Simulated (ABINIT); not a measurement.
# Ta (P-1) in ABINIT: convergence with nband

Aim: find how far nband must go before the results for Ta settle, at PBE. This setting moves, with any that are tied to it; all else stays.

All numbers are computed with ABINIT 10.8.3 (patched build); they aren't measurements. Logs are shortened: lines on timing, memory, paths and dates and some standing lists are left out, and cuts for length are marked. The log counts tension as positive stress, the text compression.

## 1. The cell of the first run

The typed cell holds 1 atom: a = 2.832 Å, b = 2.888 Å, c = 2.801 Å, α = 108.59°, β = 108.71°, γ = 109.34°.

The cell isn't the ideal one: cell strained at random at fixed volume.

## 2. With nband 8

The input, run.abi:

```
# Pseudopotentials
pp_dirpath "./"
pseudos "Ta.upf"

# Structure
acell 3*1.0 Angstrom
rprim
    -1.6207340000     1.6546480000     1.6292400000
     1.6978010000    -1.6261700000     1.6778290000
     1.6224360000     1.6278720000    -1.6007620000
ntypat 1
znucl 73
natom 1
typat 1
xred
     0.0019110000    -0.0235750000    -0.0041030000
chkprim 0
chksymtnons 0
tolsym 1.0e-6

# Plane-wave basis
ecut 789.130201 eV

# k points
kptopt 1
ngkpt 9 9 9
nshiftk 1
shiftk 0.0 0.0 0.0

# Exchange and correlation
ixc 11

# Bands and occupations
nband 8
occopt 3
tsmear 0.05 eV

# SCF cycle
nstep 100
tolvrs 1.0e-10

# Output
iomode 3
prtwf 0
prtden 0
prteig 0
prtebands 0
enunit 2
```

Potentials or basis: PseudoDojo NC SR PBE v0.4.1 standard.

The run is started by

```console
$ abinit run.abi > log 2>&1
```

run.abo:

```text
.Version 10.8.3 of ABINIT
 Symmetries : space group P-1 (#  2); Bravais aP (primitive triclinic)
================================================================================
 Values of the parameters that define the memory need of the present run
     intxc =       0    ionmov =       0      iscf =       7    lmnmax =       8
     lnmax =       8     mgfft =      30  mpssoang =       4    mqgrid =    3001
     natom =       1  nloc_mem =       1    nspden =       1   nspinor =       1
    nsppol =       1      nsym =       2    n1xccc =    2501    ntypat =       1
    occopt =       3   xclevel =       2
       mpw =         928          nfft =       21870          nkpt =         365
================================================================================
================================================================================

--------------------------------------------------------------------------------
------------- Echo of variables that govern the present computation ------------
--------------------------------------------------------------------------------
 -outvars: echo values of preprocessed input variables --------
            acell      1.8897261259E+00  1.8897261259E+00  1.8897261259E+00 Bohr
              amu      1.80947900E+02
          chkprim           0
      chksymtnons           0
             ecut      2.90000000E+01 Hartree
           enunit           2
                       outvar_i_n : Printing only first  50 k-points.
              ixc          11
                       outvar_i_n : Printing only first  50 k-points.
         kptrlatt        9    0    0      0    9    0      0    0    9
          kptrlen      4.76353850E+01
            natom           1
            nband           8
            ngfft          27      30      27
             nkpt         365
            nstep         100
[... 134 lines left out ...]
 length scales=  1.889726125908  1.889726125908  1.889726125908 bohr
              =  1.000000000000  1.000000000000  1.000000000000 angstroms
 Fermi (or HOMO) energy (hartree) =   0.50153   Average Vxc (hartree)=  -0.48125
 Eigenvalues (hartree) for nkpt= 365  k points:
 kpt#   1, nband=  8, wtk=  0.00137, kpt=  0.0000  0.0000  0.0000 (reduced coord)
  -1.96746   -0.71734   -0.71475   -0.71200    0.20917    0.51296    0.52208    0.54312
      occupation numbers for kpt#   1
   2.00000    2.00000    2.00000    2.00000    2.00000    0.00396    0.00003    0.00000
 prteigrs : prtvol=0 or 1, do not print more k-points.

 Fermi (or HOMO) energy (eV) =  13.64738   Average Vxc (eV)= -13.09537
 Eigenvalues (   eV  ) for nkpt= 365  k points:
 kpt#   1, nband=  8, wtk=  0.00137, kpt=  0.0000  0.0000  0.0000 (reduced coord)
 -53.53739  -19.51973  -19.44944  -19.37452    5.69189   13.95849   14.20648   14.77898
 prteigrs : prtvol=0 or 1, do not print more k-points.

--- !EnergyTerms
iteration_state     : {dtset: 1, }
comment             : Components of total free energy in Hartree
kinetic             :  1.71664770224733E+01
hartree             :  7.33924981987930E+00
xc                  : -1.48106187256112E+01
Ewald energy        : -4.92611936158979E+01
psp_core            :  2.31956681725986E+00
local_psp           : -3.25039052162072E+01
non_local_psp       :  4.64790858780705E+00
internal            : -6.51025153102967E+01
'-kT*entropy'       : -4.81941050503733E-04
total_energy        : -6.51029972513472E+01
total_energy_eV     : -1.77154280397745E+03
band_energy         : -6.21541901108180E+00
...

 Cartesian components of stress tensor (hartree/bohr^3)
  sigma(1 1)= -9.85451359E-05  sigma(3 2)=  1.81218963E-05
  sigma(2 2)= -1.27449003E-04  sigma(3 1)=  6.41529638E-05
  sigma(3 3)= -1.15290490E-04  sigma(2 1)=  4.41850186E-06

-Cartesian components of stress tensor (GPa)         [Pressure=  3.3470E+00 GPa]
- sigma(1 1)= -2.89929800E+00  sigma(3 2)=  5.33164596E-01
- sigma(2 2)= -3.74967913E+00  sigma(3 1)=  1.88744536E+00
- sigma(3 3)= -3.39196332E+00  sigma(2 1)=  1.29996813E-01

== END DATASET(S) ==============================================================
================================================================================

 -outvars: echo values of variables after computation  --------
            acell      1.8897261259E+00  1.8897261259E+00  1.8897261259E+00 Bohr
           etotal     -6.5102997251E+01
            fcart     -0.0000000000E+00 -0.0000000000E+00 -0.0000000000E+00
            rprim     -1.6207340000E+00  1.6546480000E+00  1.6292400000E+00
                       1.6978010000E+00 -1.6261700000E+00  1.6778290000E+00
                       1.6224360000E+00  1.6278720000E+00 -1.6007620000E+00
           strten     -9.8545135936E-05 -1.2744900303E-04 -1.1529048998E-04
                       1.8121896289E-05  6.4152963791E-05  4.4185018562E-06
           xangst     -4.9779736157E-02  3.4819831262E-02 -2.9873414549E-02
             xred      1.9110000000E-03 -2.3575000000E-02 -4.1030000000E-03
 Calculation completed.
```

It took 58 s on 1 thread of Arm Neoverse V2, shared host; peak memory 0.1 GiB.

What came out:

```yaml
Free_energy: -1771.5428 eV
Pressure: 3.3 GPa
Band_gap_on_the_k_mesh: none (metal or under the smearing width)
Valence_electrons_inside_the_program's_atomic_spheres: Ta 9.27 (radii [1.0584] Å)
```

## 3. With nband 9

run.abi, as its differences from that of step 2:

```diff
@@ -33,3 +33,3 @@
 # Bands and occupations
-nband 8
+nband 9
 occopt 3
```

Potentials or basis: PseudoDojo NC SR PBE v0.4.1 standard.

The run is started by

```console
$ abinit run.abi > log 2>&1
```

Run time: 62 s. Hardware: 1 thread of Arm Neoverse V2, shared host; peak memory 0.1 GiB.

It converged, with:

```yaml
Free_energy: -1771.5428 eV
Pressure: 3.3 GPa
Band_gap_on_the_k_mesh: none (metal or under the smearing width)
Valence_electrons_inside_the_program's_atomic_spheres: Ta 9.27 (radii [1.0584] Å)
```

## 4. With nband 10

run.abi, as its differences from that of step 3:

```diff
@@ -33,3 +33,3 @@
 # Bands and occupations
-nband 9
+nband 10
 occopt 3
```

The run is started by

```console
$ abinit run.abi > log 2>&1
```

It took 69 s on 1 thread of Arm Neoverse V2, shared host; peak memory 0.11 GiB.

It converged, with:

- Free energy: -1771.5428 eV
- Pressure: 3.3 GPa
- Band gap on the k mesh: none (metal or under the smearing width)
- Valence electrons inside the program's atomic spheres: Ta 9.27 (radii [1.0584] Å)

## 5. With nband 11

run.abi, as its differences from that of step 4:

```diff
@@ -33,3 +33,3 @@
 # Bands and occupations
-nband 10
+nband 11
 occopt 3
```

The run is started by

```console
$ abinit run.abi > log 2>&1
```

It took 77 s on 1 thread of Arm Neoverse V2, shared host; peak memory 0.11 GiB.

The run converged. Its results:

| Item | Value |
| --- | --- |
| Free energy | -1771.5428 eV |
| Pressure | 3.3 GPa |
| Band gap on the k mesh | none (metal or under the smearing width) |
| Valence electrons inside the program's atomic spheres | Ta 9.27 (radii [1.0584] Å) |

## 6. With nband 12

run.abi, as its differences from that of step 5:

```diff
@@ -33,3 +33,3 @@
 # Bands and occupations
-nband 11
+nband 12
 occopt 3
```

Potentials or basis: PseudoDojo NC SR PBE v0.4.1 standard.

The run is started by

```console
$ abinit run.abi > log 2>&1
```

Wall time 86 s (1 thread of Arm Neoverse V2, shared host); peak memory 0.11 GiB.

Results (log left out):

```yaml
Free_energy: -1771.5428 eV
Pressure: 3.3 GPa
Band_gap_on_the_k_mesh: none (metal or under the smearing width)
Valence_electrons_inside_the_program's_atomic_spheres: Ta 9.27 (radii [1.0584] Å)
```

## 7. With nband 15

run.abi, as its differences from that of step 6:

```diff
@@ -33,3 +33,3 @@
 # Bands and occupations
-nband 12
+nband 15
 occopt 3
```

The run is started by

```console
$ abinit run.abi > log 2>&1
```

It took 1.7 min on 1 thread of Arm Neoverse V2, shared host; peak memory 0.13 GiB.

It converged, with:

| Item | Value |
| --- | --- |
| Free energy | -1771.5428 eV |
| Pressure | 3.3 GPa |
| Band gap on the k mesh | none (metal or under the smearing width) |
| Valence electrons inside the program's atomic spheres | Ta 9.27 (radii [1.0584] Å) |

## 8. With nband 21

run.abi, as its differences from that of step 7:

```diff
@@ -33,3 +33,3 @@
 # Bands and occupations
-nband 15
+nband 21
 occopt 3
```

The run is started by

```console
$ abinit run.abi > log 2>&1
```

Wall time 2.5 min (1 thread of Arm Neoverse V2, shared host); peak memory 0.16 GiB.

Results (log left out):

```yaml
Free_energy: -1771.5428 eV
Pressure: 3.3 GPa
Band_gap_on_the_k_mesh: none (metal or under the smearing width)
Valence_electrons_inside_the_program's_atomic_spheres: Ta 9.27 (radii [1.0584] Å)
```

## 9. Summary

```csv
nband,"energy less the tightest run, at zero smearing (meV/atom)",SCF cycles,CPU time (s),peak memory (GiB)
8,0.00,8,58,0.1
9,0.00,8,62,0.1
10,0.00,8,69,0.11
11,0.00,8,77,0.11
12,0.00,8,85,0.11
15,0.00,8,100,0.13
21,0.00,8,150,0.16
```

Against the tightest run, the energy stays within 1 meV/atom from 8 on. The tightest run that finished is the yardstick and may itself not be fully converged.
